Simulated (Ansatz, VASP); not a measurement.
# Two plane-wave programs on Ba

The input INCAR:

```
PREC     = Accurate       # precision mode
ENCUT    = 520            # plane-wave cutoff, eV
EDIFF    = 1E-7           # SCF threshold, eV
ISMEAR   = 0              # smearing method
SIGMA    = 0.15           # smearing width, eV
LREAL    = F              # projectors in reciprocal space
LASPH    = T              # aspherical terms in the spheres
NELM     = 60             # most SCF steps
ALGO     = Fast           # electronic algorithm
ISIF     = 2              # what is computed and relaxed
LWAVE    = F              # write WAVECAR
LCHARG   = F              # write CHGCAR
GGA      = PE             # functional
NBANDS   = 11             # bands
```

The input KPOINTS:

```
regular mesh
0
Gamma
  15 15 12
```

Contents of POSCAR:

```
Ba
1.0
    4.3116136979      0.0000000000      0.0000000000
   -2.1558068490      3.7339669937      0.0000000000
    0.0000000000      0.0000000000      3.9134133000
Ba
1
Direct
    0.0000000000      0.0000000000      0.0000000000
```

Input for Ansatz:

```yaml
crystal:
  lattice:
    - [4.3116136979, 0.0, 0.0]
    - [-2.155806849, 3.7339669937, 0.0]
    - [0.0, 0.0, 3.9134133]
  atoms:
    - { symbol: Ba, position: [0.0, 0.0, 0.0] }
basis:
  ecutwfc: 420
kpoints:
  mp_grid: { grid: [15, 15, 12] }
hamiltonian:
  xc: pbe
scf:
  occupations: { method: gaussian, width: 0.15 }
output:
  forces: true
  stress: true
  eigenvalues: true
```

This isn't the form of Ba at room conditions, which is bcc.

Alike in both runs: task single point; functional PBE; k mesh 15 × 15 × 12; occupations gaussian, width 0.15 eV; no spin polarisation.

|  | VASP | Ansatz |
| --- | --- | --- |
| version | VASP 6.6.1 | Ansatz 0.2.0 |
| potentials or method | VASP PAW PBE potentials, release 64 (Ba_sv) | scalar-relativistic, plane waves, PAW |
| plane-wave cutoff (eV) | 520 | 420 |
| valence electrons in the cell | 10 | 10 |

Ansatz gave:

| Item | Value |
| --- | --- |
| gap on the k mesh at the Fermi level (eV) | none |
| pressure (GPa) | -0.1 |
| largest component of the traceless stress (GPa) | 0.45 |

Problem. Which values does VASP return?

Solution. gap on the k mesh at the Fermi level (eV): none; pressure (GPa): 0.0; largest component of the traceless stress (GPa): 0.49.

A gap of «none» marks a metal or a gap that the smearing closes.

Spin-orbit coupling is left out, which matters for the levels of Ba.
